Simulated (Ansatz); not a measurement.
# Band structure of Pt

```xyz
1
Lattice="0.0000 1.9579 1.9579 1.9579 0.0000 1.9579 1.9579 1.9579 0.0000" Properties=species:S:1:pos:R:3 pbc="T T T"
Pt    0.0000    0.0000    0.0000
```

The conventional cell has a = 3.916 Å, b = 3.916 Å, c = 3.916 Å, α = 90.00°, β = 90.00°, γ = 90.00°. Around Pt (atom 1) lie 12 Pt at 2.77 Å.

The geometry is COD entry 9012957, unchecked; take it as a test cell. It is an old determination, and later ones may differ.

Spin–orbit coupling is left out, though it moves levels of the heavy atoms by tenths of an eV or more.

Level of theory: DFT, PBE, all-electron LAPW, scalar-relativistic (Ansatz 0.2.0).

The runs use a Γ-centred 18×18×18 k mesh, Fermi–Dirac smearing of 0.03 eV, basis error target 0.25 meV/atom, no spin polarisation.

Points in fractions of the reciprocal vectors of this cell: Γ (0, 0, 0), X (0.5, 0, 0.5), U (0.625, 0.25, 0.625), K (0.375, 0.375, 0.75), L (0.5, 0.5, 0.5), W (0.5, 0.25, 0.75). The path joins them by straight lines in the order Γ–X–U–K–Γ–L–W–X; legs that retrace an earlier one aren't tabulated. Energies are in eV from the Fermi level.

Problem. Is there a gap?

Solution. none: bands cross the Fermi level, a metal.

Problem. List the levels between -20 and 10 eV at the symmetry points.

Solution. 
Γ: -10.29, -3.83 (×3), -1.66 (×2)
X: -7.15, -6.69, 0.00, 0.50 (×2), 1.75, 8.94
U: -6.34, -5.53, -2.90, -1.34, -0.18, 5.76, 6.75
K: -6.34, -5.53, -2.90, -1.34, -0.18, 5.76, 6.75
L: -7.40, -3.90 (×2), -0.51, 0.04 (×2), 5.88
W: -5.73, -4.61 (×2), -2.04, 0.50, 7.16, 8.30 (×2)
